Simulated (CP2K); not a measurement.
**CuO (Tenorite): equation of state with PBEsol**

CuO (Tenorite):

```
Cu O
1.0
     2.90398    0.00000    0.00000
     0.88211    2.76677    0.00000
    -0.69480   -0.50774    5.05944
Cu O
2 2
Direct
  0.49680 0.00320 0.50000
  0.00320 0.49680 0.00000
  0.40560 0.57140 0.75370
  0.57140 0.40560 0.25370
```

```yaml
Program: CP2K 2026.2
Task: equation of state
Functional: PBEsol
Potentials_or_basis: POTENTIAL_UZH Cu GTH-PBE-q11, O GTH-PBE-q6; TZVP-MOLOPT-PBE-GTH basis
Density_cutoff: 8163 eV
k_mesh: 10 × 10 × 5
Occupations: fermi-dirac, width 0.05 eV
Spin: no spin polarisation
```

- Equilibrium volume: 10.22 Å³/atom
- Bulk modulus at fixed shape and positions: 183 GPa
- Pressure derivative of the bulk modulus: 4.9 (rough: it moves with the points fitted)

Energy against volume, from the lowest point:
| volume (Å³/atom) | energy (meV/atom) |
| --- | --- |
| 9.553 | 28.64 |
| 9.756 | 13.31 |
| 9.959 | 3.98 |
| 10.163 | 0.00 |
| 10.366 | 0.98 |
| 10.569 | 6.09 |
| 10.772 | 15.03 |

All runs of the series together: 11 min on 3 threads of Arm Neoverse V2, with other jobs on the host.

Caveat: the cell was scaled at fixed shape and fractional positions, which overstates the stiffness of a crystal with free parameters, most of all of layers and chains; the potentials were made for another functional, which shifts forces and pressure; the basis of atomic orbitals isn't converged, which shifts pressures, moduli and gaps; the run has no spin polarisation, though such a crystal can be magnetic.
